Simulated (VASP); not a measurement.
**KTaO3: single point with r2SCAN**

Crystal: KTaO3.

```xyz
5
Lattice="3.9883 0.0000 0.0000 0.0000 3.9883 0.0000 0.0000 0.0000 3.9883" Properties=species:S:1:pos:R:3 pbc="T T T"
Ta    0.0000    0.0000    0.0000
K     1.9942    1.9942    1.9942
O     0.0000    0.0000    1.9942
O     0.0000    1.9942    0.0000
O     1.9942    0.0000    0.0000
```

- Program: VASP 6.6.1
- Task: single point
- Functional: r2SCAN
- Potentials or basis: VASP PAW PBE potentials, release 64 (Ta, K_pv, O)
- Cutoff: 900 eV
- k mesh: 8 × 8 × 8
- Occupations: gaussian, width 0.05 eV
- Spin: no spin polarisation
- Further INCAR settings: ADDGRID = False; ALGO = Normal; EDIFF = 1e-08

```json
{
 "Pressure": "1.6 GPa",
 "Band gap on the k mesh": "2.52 eV, indirect (least direct gap 3.19 eV)"
}
```

Levels at points of the mesh, in eV from the valence-band top:
```tsv
k point	band 12	band 13	band 14	band 15	band 16	band 17	band 18	band 19
(0.00, 0.00, 0.00)	-1.09	-0.67	-0.67	-0.67	2.52	2.52	2.52	6.89
(0.50, 0.00, 0.00)	-2.15	-1.53	-0.90	-0.90	2.66	5.34	5.34	6.91
(0.50, 0.50, 0.00)	-1.77	-1.46	-1.46	-0.04	5.38	5.38	6.67	7.97
(0.50, 0.50, 0.50)	-3.95	0.00	0.00	0.00	6.81	6.81	6.81	8.88
```

Wall time 6.9 min on 1 thread of AMD EPYC 9R14 (Zen 4), with other jobs on the host, peak memory 0.31 GiB.

Caveat: the PAW data sets were made with another functional, which shifts forces and pressure a little; spin-orbit coupling is left out, which moves the levels of the heavy elements. r2SCAN opens gaps a little over a GGA but as a rule still falls short of measured ones.
